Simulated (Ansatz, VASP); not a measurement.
## MgO in VASP and in Ansatz

```
Mg O
1.0
     3.44936    0.00000    0.00000
    -1.72468    2.98724    0.00000
     0.00000    0.00000    4.16190
Mg O
2 2
Direct
  0.33333 0.66667 0.93799
  0.66667 0.33333 0.43799
  0.33333 0.66667 0.43801
  0.66667 0.33333 0.93801
```

Change from the starting cell: volume scaled by 0.88, LAPW.

Alike in both runs: task single point; functional PBE; k mesh 12 × 12 × 7; occupations fermi-dirac, width 0.08 eV; no spin polarisation.

```csv
,VASP,Ansatz
version,VASP 6.6.1,Ansatz 0.2.0
potentials or method,"VASP PAW PBE potentials, release 64 (Mg, O), cutoff 520 eV","all-electron LAPW, scalar-relativistic"
```

|  | VASP | Ansatz | Ansatz less VASP |
| --- | --- | --- | --- |
| gap on the k mesh at the Fermi level (eV) | 3.56 | 3.57 | +0.011 |
| pressure (GPa) | 7.8 | 8.3 | +0.55 |
| largest component of the traceless stress (GPa) | 0.15 | 0.02 | -0.123 |

Ansatz ran all-electron here, so the differences hold the error of VASP's frozen core and of both bases. Ansatz warned: «structure_snapped_to_symmetry».

Caveats: an odd mesh through Γ misses points on the zone boundary, where band edges often lie.
